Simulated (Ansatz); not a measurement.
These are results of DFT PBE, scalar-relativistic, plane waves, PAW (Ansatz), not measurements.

Plane waves to 420 eV, a k mesh through Γ of 14×14×8 on the computed 2-atom cell and Gaussian smearing (0.10 eV); no spin polarisation.

```xyz
2
Lattice="2.9301 0.0281 -0.0055 -1.4407 2.4954 0.0109 -0.0094 0.0164 5.0128" Properties=species:S:1:pos:R:3 pbc="T T T"
Al    1.5568    0.9152    3.7596
Al   -0.0768    1.6247    1.2587
```

(1) Is this geometry at equilibrium? Which atom feels the largest force?

(2) Give all forces and the stress.

## Answers

(1) It isn't. Atom 1 (Al) feels (-0.11, -0.06, 0.00) eV/Å, 0.124 eV/Å in size, and symmetry-related atoms feel the same size.

(2)
| atom | Fx | Fy | Fz |
| --- | --- | --- | --- |
| Al1 | -0.108 | -0.062 | 0.000 |
| Al2 | 0.108 | 0.062 | 0.000 |
Stress (GPa, compression positive):
```
-6.00 -0.53 -0.05
-0.53 -5.39  0.08
-0.05  0.08 -5.58
```

This form isn't the element's structure at ambient conditions.